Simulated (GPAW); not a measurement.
# Bi2Se3 (Paraguanajuatite) (R-3m) in GPAW: further runs, part 2 of 2

GPAW 26.7.0. Earlier steps stand in the parts before.

### 3 Dielectric tensor, PBE

This run uses another cell than the first one, of 30.08 Å³/atom, 1.060 times its volume.

File run.py:

```python
import numpy as np
from ase import Atoms
from ase.dft.bandgap import bandgap
from ase.io import write
from gpaw import GPAW, PW
from gpaw.response.df import DielectricFunction

atoms = Atoms(['Bi', 'Bi', 'Se', 'Se', 'Se'],
              cell=[[2.1121279616, 1.2194376472, 9.7325442609],
                    [-2.1121279616, 1.2194376472, 9.7325442609],
                    [0.0, -2.4388752945, 9.7325442609]],
              scaled_positions=[[0.5992, 0.5992, 0.5992],
                                [0.4008, 0.4008, 0.4008],
                                [0.7883, 0.7883, 0.7883],
                                [0.2117, 0.2117, 0.2117],
                                [0.0, 0.0, 0.0]],
              pbc=True)

calc = GPAW(mode=PW(500),
            xc='PBE',
            kpts={'size': (4, 4, 4), 'gamma': True},
            occupations={'name': 'fermi-dirac', 'width': 0.001},
            nbands=39,
            convergence={'density': 1e-06},
            maxiter=150,
            txt='gpaw.txt')
atoms.calc = calc
energy = atoms.get_potential_energy()
calc.write('gs.gpw')
write('result.traj', atoms)
print(f'Energy: {energy:.6f} eV')
print('Fermi level:', round(calc.get_fermi_level(), 4), 'eV')
print(f'Gap: {bandgap(calc)[0]:.4f} eV, direct: {bandgap(calc, direct=True)[0]:.4f} eV')

for size in [(4, 4, 4)]:
    name = 'x'.join(str(n) for n in size)
    dense = calc.fixed_density(kpts={'size': size, 'gamma': True},
                               nbands=70, convergence={'bands': 64, 'eigenstates': 1e-7},
                               update_fermi_level=True, txt=f'dense-{name}.txt')
    dense.write(f'{name}.gpw', mode='all')
    df = DielectricFunction(f'{name}.gpw', frequencies=np.array([0.0]), hilbert=False, eta=0.001,
                            ecut=80, nbands=64, intraband=False, txt=f'df-{name}.txt')
    for xc in ['RPA']:
        for direction in ['x', 'y', 'z', [0, 1, 1], [1, 0, 1], [1, 1, 0]]:
            e0, e = df.get_macroscopic_dielectric_constant(xc=xc, direction=direction)
            print(f'{name} {xc} {direction}: {e0:.4f} without, {e:.4f} with local fields')
```

Potentials or basis: GPAW PAW data sets (gpaw-data 1.2.1), pw.

Launch:

```sh
> OMP_NUM_THREADS=1 python run.py
```

gpaw.txt:

```text
__  _  _
 | _ |_)|_||  |
 |__||  | ||/\| - 26.7.0

Input parameters:
  mode=PW(ecut=500.0),
  convergence={'density': 1e-06},
  kpts=MonkhorstPack(size=(4, 4, 4), gamma=True),
  maxiter=150,
  nbands=39,
  occupations=Occupations(name='fermi-dirac', width=0.001),
  xc=XC(name='PBE')

Diagonalizing LCAO Hamiltonian
Converting LCAO to pw mode

       Se

       Bi

       Bi

       Se

       Se

Atoms  # Å, Bohr magnetons
|   | symbol |         x |         y |         z |    initial magnetic moments |
|---|--------|-----------|-----------|-----------|-----------------------------|
| 0 |     Bi |  0.000000 | -0.000000 | 17.495222 | ( 0.0000,  0.0000,  0.0000) |
| 1 |     Bi |  0.000000 | -0.000000 | 11.702411 | ( 0.0000,  0.0000,  0.0000) |
| 2 |     Se | -0.000000 | -0.000000 | 23.016494 | ( 0.0000,  0.0000,  0.0000) |
| 3 |     Se | -0.000000 | -0.000000 |  6.181139 | ( 0.0000,  0.0000,  0.0000) |
| 4 |     Se |  0.000000 |  0.000000 |  0.000000 | ( 0.0000,  0.0000,  0.0000) |

Unit cell  # Å
| periodic |         x |         y |        z |   lengths |    angles |
|----------|-----------|-----------|----------|-----------|-----------|
|      yes |  2.112128 |  1.219438 | 9.732544 | 10.033471 | 24.304273 |
|      yes | -2.112128 |  1.219438 | 9.732544 | 10.033471 | 24.304273 |
|      yes |  0.000000 | -2.438875 | 9.732544 | 10.033471 | 24.304273 |

Number of symmetries: 12
Symmetry operations  # r_c * U_cc + t_c -> r_c
|    | kind |            matrix            |
|----|------|------------------------------|
|  0 |  E   |  1, 0, 0,  0, 1, 0,  0, 0, 1 |
|  1 |  σ   |  1, 0, 0,  0, 0, 1,  0, 1, 0 |
|  2 |  σ   |  0, 1, 0,  1, 0, 0,  0, 0, 1 |
|  3 |  C3  |  0, 1, 0,  0, 0, 1,  1, 0, 0 |
|  4 |  C3  |  0, 0, 1,  1, 0, 0,  0, 1, 0 |
|  5 |  σ   |  0, 0, 1,  0, 1, 0,  1, 0, 0 |
|  6 |  C2  |  0, 0,-1,  0,-1, 0, -1, 0, 0 |
|  7 |  S6  |  0, 0,-1, -1, 0, 0,  0,-1, 0 |
|  8 |  S6  |  0,-1, 0,  0, 0,-1, -1, 0, 0 |
|  9 |  C2  |  0,-1, 0, -1, 0, 0,  0, 0,-1 |
| 10 |  C2  | -1, 0, 0,  0, 0,-1,  0,-1, 0 |
| 11 |  i   | -1, 0, 0,  0,-1, 0,  0, 0,-1 |

BZ-sampling:
  Number of BZ points: 64
  Number of IBZ points: 13

  Monkhorst-Pack size: [4, 4, 4]
  Monkhorst-Pack shift: [0.125, 0.125, 0.125]

K-points  # in reciprocal-cell coordinates
|     |                                coordinates |     weight |
|-----|--------------------------------------------|------------|
|   0 | (  0.00000000,   0.00000000,   0.00000000) | 0.01562500 |
|   1 | (  0.25000000,   0.00000000,  -0.25000000) | 0.09375000 |
|   2 | (  0.25000000,   0.00000000,   0.00000000) | 0.09375000 |
|   3 | (  0.25000000,   0.25000000,  -0.25000000) | 0.09375000 |
|   4 | (  0.25000000,   0.25000000,   0.00000000) | 0.09375000 |
|   5 | (  0.25000000,   0.25000000,   0.25000000) | 0.03125000 |
|   6 | (  0.50000000,   0.00000000,   0.00000000) | 0.04687500 |
|   7 | (  0.50000000,   0.25000000,  -0.25000000) | 0.09375000 |
|   8 | (  0.50000000,   0.25000000,   0.00000000) | 0.18750000 |
|   9 | (  0.50000000,   0.25000000,   0.25000000) | 0.09375000 |
| ... |                                            |            |
|  12 | (  0.50000000,   0.50000000,   0.50000000) | 0.01562500 |

Plane wave coefficients: 3846
Cutoff: 500.0 eV

Spin-components: 1 (collinear spins)
Bands:           39
Projectors:      27
Spin-degeneracy: 2
Datatype:        complex128

Parallelization:
  kpt:    1
  domain: 1
  band:   1

Density:
  Valence electrons: 48.0
  Components: 1
  Grid points: [54 54 54]
  Charge: 0.0  # |e|

Potential:
  Grid points: [54 54 54]

species:
  Bi:
    name:    Bismuth
    Z:       83.0
    valence: 15
    core:    68
    charge:  0.0  # [|e|]
    compensation charges:
      type: gauss
      rc: 0.38  # [Å]
      lmax: 2
    cutoffs:
      filter: 2.23  # [Å]
      core: 2.33  # [Å]
    projectors
    | kind |    occ | energy [eV] | rcut [Å] |
    |------|--------|-------------|----------|
    |   6s |  2.000 |     -14.385 |    1.286 |
    |   6p |  3.000 |      -4.580 |    1.275 |
    |   5d | 10.000 |     -27.119 |    1.349 |
    |    s |        |      12.827 |    1.286 |
    |    p |        |      22.631 |    1.275 |
    |    d |        |       0.093 |    1.349 |

    Using partial waves for Bi as LCAO basis

  Se:
    name:    Selenium
    Z:       34.0
    valence: 6
    core:    28
    charge:  0.0  # [|e|]
    compensation charges:
      type: gauss
      rc: 0.27  # [Å]
      lmax: 2
    cutoffs:
      filter: 1.77  # [Å]
      core: 2.67  # [Å]
    projectors
    | kind |    occ | energy [eV] | rcut [Å] |
    |------|--------|-------------|----------|
    |   4s |  2.000 |     -17.277 |    0.847 |
    |   4p |  4.000 |      -6.512 |    1.005 |
    |    s |        |       9.935 |    0.847 |
    |    p |        |      20.699 |    1.005 |
    |    d |        |       0.000 |    0.847 |

    Using partial waves for Se as LCAO basis

Reference energy: -1368007.362297  # eV

eigensolver:
  PPCG
  Converge bands: occupied
  niter=2

density mixing:
  MSR1-Mixer
  Pratt-step length: 0.05
  Maximum mixing coefficient: 0.75
  Old densities: 10
  SVD Regularization: 0.005
  Good broyden scale: 1.0
  Trust region scale: 1.0
  Backstep threshold: 4.0
  History deletion threshold: 6.0
  Fourier metric: weight=20.0, sigma=0.015

occupation numbers:
  Fermi-Dirac:
    width: 0.0010  # eV

poisson solver:
  ecut: 4000.0  # eV

xc functional:
  name: PBE with 2 nearest neighbor stencil

convergence criteria:
- Maximum integral of absolute [dens]ity change: 1e-06 electrons / valence electron
- Maximum [total energy] change in last 3 cyles: 0.0005 eV / valence electron
- Maximum integral of absolute [eigenst]ate change: 4e-08 eV^2 / valence electron
maximum number of iterations: 150

SCF iterations
|iter     | |      energy | eigst |  dens |
|---------|-|-------------|-------|-------|
|iter:   1| |  -22.426924 | -0.10 |       |
|iter:   2| |  -22.243604 | -2.05 | -1.15 |
|iter:   3| |  -21.828133 | -2.31 | -1.22 |
|iter:   4| |  -21.722812 | -3.14 | -1.54 |
|iter:   5| |  -21.720479 | -3.76 | -1.89 |
|iter:   6| |  -21.720879c| -4.12 | -2.19 |
|iter:   7| |  -21.720976c| -5.40 | -3.28 |
|iter:   8| |  -21.721005c| -5.91 | -3.73 |
|iter:   9| |  -21.721007c| -6.80 | -4.36 |
|iter:  10| |  -21.721007c| -7.78c| -4.86 |
|iter:  11| |  -21.721007c| -8.39c| -5.49 |
|iter:  12| |  -21.721007c| -8.80c| -6.16c|

Converged in 12 steps
Energy contributions relative to reference atoms: (reference = -1368007.362297)

Energy contributions:
  Kinetic:          50.343316
  Coulomb:         -49.681219
  Zero:             -3.136006
  External:          0.000000
  Xc:              -19.247097
  Entropy:           0.000000
  Spinorbit:         0.000000
  ----------------------------
  Free energy:     -21.721007
  Extrapolated:    -21.721007

dipole moment: (-0.000000, 0.000000, -107.473409)  # |e|*Ang

Fermi level: 5.332
Eigenvalues  # (at kpt = [0.000, 0.000, 0.000])
| band index |      eig [eV] | occ [0-2] |
|------------|---------------|-----------|
|          0 |       -18.092 |     2.000 |
|        ... |               |           |
|         16 |         3.178 |     2.000 |
|         17 |         3.445 |     2.000 |
|         18 |         3.445 |     2.000 |
|         19 |         3.460 |     2.000 |
|         20 |         3.460 |     2.000 |
|         21 |         4.088 |     2.000 |
[... 8 lines left out ...]
|         30 |        11.093 |     0.000 |
|         31 |        12.043 |     0.000 |
|        ... |               |           |
|         38 |        13.808 |     0.000 |

Gap: 0.246 eV
Transition (v -> c):
  (s=0, k=0, n=23, [0.00, 0.00, 0.00]) -> (s=0, k=0, n=24, [0.00, 0.00, 0.00])
No difference between direct/indirect transitions
# Writing to gs.gpw (mode='')
```

Run time: 12 min. Hardware: 1 thread of Arm Neoverse V1, shared host; peak memory 0.96 GiB.

What came out:

- Free energy: -21.7210 eV
- Band gap on the k mesh: 0.25 eV, direct
- Electronic dielectric tensor (diagonal): 21.28, 21.28, 43.29

Electronic dielectric tensor:
```
21.28  0.00  0.00
 0.00 21.28  0.00
 0.00  0.00 43.29
```

Caveat: the k mesh is coarse (spacing up to 0.43 Å⁻¹), so the values aren't converged; the gap is small at this level, which inflates the dielectric constant; the long-wavelength limit can be off by a per cent or two; spin-orbit coupling is left out, which as a rule narrows the gap of such compounds by several tenths of an eV; the program warned that so skewed a cell can give wrong results.

### 4 Equation of state, LDA

File run.py:

```python
from ase import Atoms
from ase.eos import EquationOfState
from ase.io import Trajectory
from ase.units import GPa
from ase.parallel import parprint
from gpaw import GPAW, PW

atoms = Atoms(['Bi', 'Bi', 'Se', 'Se', 'Se'],
              cell=[[2.0715, 1.1959810826, 9.5453333333],
                    [-2.0715, 1.1959810826, 9.5453333333],
                    [0.0, -2.3919621653, 9.5453333333]],
              scaled_positions=[[0.5992, 0.5992, 0.5992],
                                [0.4008, 0.4008, 0.4008],
                                [0.7883, 0.7883, 0.7883],
                                [0.2117, 0.2117, 0.2117],
                                [0.0, 0.0, 0.0]],
              pbc=True)

traj = Trajectory('eos.traj', 'w')
volumes, energies = [], []
for x in [0.94, 0.96, 0.98, 1.0, 1.02, 1.04, 1.06]:
    a = atoms.copy()
    a.set_cell(atoms.cell * x**(1 / 3), scale_atoms=True)
    calc = GPAW(mode=PW(600),
                xc='LDA',
                kpts={'size': (5, 5, 5), 'gamma': True},
                occupations={'name': 'fermi-dirac', 'width': 0.05},
                nbands=39,
                convergence={'density': 1e-05, 'energy': 1e-05},
                maxiter=150,
                txt=f'eos-{x:.2f}.txt')
    a.calc = calc
    energies.append(a.get_potential_energy(force_consistent=True))
    volumes.append(a.get_volume())
    p = -a.get_stress()[:3].mean() / GPa
    calc.write(f'eos-{x:.2f}.gpw')
    traj.write(a)
    parprint(f'{x:.2f} {volumes[-1]:10.4f} A^3 {energies[-1]:14.6f} eV {p:9.3f} GPa', flush=True)

v0, e0, B = EquationOfState(volumes, energies, eos='birchmurnaghan').fit()
parprint(f'V0 = {v0:.4f} A^3, E0 = {e0:.6f} eV, B0 = {B / GPa:.2f} GPa')
```

Potentials or basis: the program's PAW data sets (release 1.2.1) made for this functional, pw.

Launch:

```sh
> OMP_NUM_THREADS=1 mpirun -n 4 gpaw python run.py
```

The log of the run:

```text
__  _  _
 | _ |_)|_||  |
 |__||  | ||/\| - 26.7.0

Input parameters:
  mode=PW(ecut=600.0),
  convergence={'density': 1e-05, 'energy': 1e-05},
  kpts=MonkhorstPack(size=(5, 5, 5), gamma=True),
  maxiter=150,
  nbands=39,
  occupations=Occupations(name='fermi-dirac', width=0.05),
  xc=XC(name='LDA')

Diagonalizing LCAO Hamiltonian
Converting LCAO to pw mode

       Se

       Bi

       Bi

       Se

       Se

Atoms  # Å, Bohr magnetons
|   | symbol |         x |         y |         z |    initial magnetic moments |
|---|--------|-----------|-----------|-----------|-----------------------------|
| 0 |     Bi | -0.000000 | -0.000000 | 16.926789 | ( 0.0000,  0.0000,  0.0000) |
| 1 |     Bi | -0.000000 | -0.000000 | 11.322191 | ( 0.0000,  0.0000,  0.0000) |
| 2 |     Se | -0.000000 | -0.000000 | 22.268671 | ( 0.0000,  0.0000,  0.0000) |
[... 167 lines left out ...]
|iter:   7| |  -25.097840 | -5.39 | -3.38 |
|iter:   8| |  -25.097874c| -5.84 | -3.87 |
|iter:   9| |  -25.097876c| -6.66 | -4.34 |
|iter:  10| |  -25.097876c| -8.20c| -4.87 |
|iter:  11| |  -25.097876c| -8.52c| -5.51c|

Converged in 11 steps
Energy contributions relative to reference atoms: (reference = -1367128.216271)

Energy contributions:
  Kinetic:          65.697141
  Coulomb:         -62.154185
  Zero:             -2.832733
  External:          0.000000
  Xc:              -25.807510
  Entropy:          -0.001180
  Spinorbit:         0.000000
  ----------------------------
  Free energy:     -25.098466
  Extrapolated:    -25.097876

dipole moment: (-0.000000, 0.000000, -104.298094)  # |e|*Ang

Fermi level: 6.151
Eigenvalues  # (at kpt = [0.000, 0.000, 0.000])
| band index |      eig [eV] | occ [0-2] |
|------------|---------------|-----------|
|          0 |       -17.111 |     2.000 |
|        ... |               |           |
|         16 |         3.891 |     2.000 |
|         17 |         4.091 |     2.000 |
|         18 |         4.091 |     2.000 |
|         19 |         4.094 |     2.000 |
|         20 |         4.094 |     2.000 |
|         21 |         4.807 |     2.000 |
[... 8 lines left out ...]
|         30 |        11.815 |     0.000 |
|         31 |        13.048 |     0.000 |
|        ... |               |           |
|         38 |        14.805 |     0.000 |

Gap: 0.056 eV
Transition (v -> c):
  (s=0, k=0, n=23, [0.00, 0.00, 0.00]) -> (s=0, k=0, n=24, [0.00, 0.00, 0.00])
No difference between direct/indirect transitions

Stress tensor  # eV/Ang^3
|         x |         y |         z |
|-----------|-----------|-----------|
| -0.004504 |  0.000000 | -0.000000 |
| -0.000000 | -0.004504 | -0.000000 |
| -0.000000 | -0.000000 | -0.003446 |

# Writing to eos-0.96.gpw (mode='')
```

stdout:

```text
<dir> UserWarning: The angles between your unit-cell vectors are 24.3, 24.3 and 24.3 degrees.  Results may be wrong!  Please Niggli-reduce your unit-cell so that the angles are closer to 90 degrees:

  from ase.build import niggli_reduce
  niggli_reduce(atoms)

  warnings.warn(
<dir> UserWarning: The angles between your unit-cell vectors are 24.3, 24.3 and 24.3 degrees.  Results may be wrong!  Please Niggli-reduce your unit-cell so that the angles are closer to 90 degrees:

  from ase.build import niggli_reduce
  niggli_reduce(atoms)

  warnings.warn(
<dir> UserWarning: The angles between your unit-cell vectors are 24.3, 24.3 and 24.3 degrees.  Results may be wrong!  Please Niggli-reduce your unit-cell so that the angles are closer to 90 degrees:

  from ase.build import niggli_reduce
  niggli_reduce(atoms)

  warnings.warn(
<dir> UserWarning: The angles between your unit-cell vectors are 24.3, 24.3 and 24.3 degrees.  Results may be wrong!  Please Niggli-reduce your unit-cell so that the angles are closer to 90 degrees:

  from ase.build import niggli_reduce
  niggli_reduce(atoms)

  warnings.warn(
0.94   133.3765 A^3     -25.072623 eV     2.233 GPa
0.96   136.2143 A^3     -25.098466 eV     0.665 GPa
0.98   139.0521 A^3     -25.098036 eV    -0.736 GPa
1.00   141.8899 A^3     -25.074141 eV    -1.987 GPa
1.02   144.7277 A^3     -25.029256 eV    -3.105 GPa
1.04   147.5655 A^3     -24.965635 eV    -4.103 GPa
1.06   150.4033 A^3     -24.885320 eV    -4.993 GPa
V0 = 137.5702 A^3, E0 = -25.101365 eV, B0 = 68.09 GPa
```

Wall time 7.8 min (4 MPI ranks of Arm Neoverse V2, shared host); peak memory 0.93 GiB.

Results:

| Item | Value |
| --- | --- |
| Equilibrium volume | 27.51 Å³/atom |
| Bulk modulus at fixed shape and positions | 68 GPa |
| Pressure derivative of the bulk modulus | 4.5 |

Energy against volume, from the lowest point:
```tsv
volume (Å³/atom)	energy (meV/atom)
26.675	5.17
27.243	0.00
27.810	0.09
28.378	4.87
28.946	13.84
29.513	26.57
30.081	42.63
```

Caveat: the cell was scaled at fixed shape and fractional positions, which overstates the stiffness of a crystal with free parameters, most of all of layers and chains; spin-orbit coupling is left out, which moves the levels of the heavy elements; the program warned that so skewed a cell can give wrong results.
